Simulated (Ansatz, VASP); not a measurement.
**W: VASP beside Ansatz**

```
W
1.0
    -1.58234    1.58234    1.58234
     1.58234   -1.58234    1.58234
     1.58234    1.58234   -1.58234
W
1
Direct
  0.00000 0.00000 0.00000
```

Alike in both runs: task single point; functional LDA; k mesh 8 × 8 × 8; occupations gaussian, width 0.1 eV; no spin polarisation.

|  | VASP | Ansatz |
| --- | --- | --- |
| version | VASP 6.6.1 | Ansatz 0.2.0 |
| potentials or method | VASP PAW LDA potentials, release 64 (W_sv) | scalar-relativistic, plane waves, PAW |
| plane-wave cutoff (eV) | 520 | 420 |
| valence electrons in the cell | 14 | 14 |

Ansatz gave:

```
gap on the k mesh at the Fermi level (eV) : none
pressure (GPa)                            : -8.3
```

Question: Estimate VASP's values.

Answer: gap on the k mesh at the Fermi level (eV): none; pressure (GPa): -6.5.

A gap of «none» marks a metal or a gap that the smearing closes.

Spin-orbit coupling is left out, which matters for the levels of W.
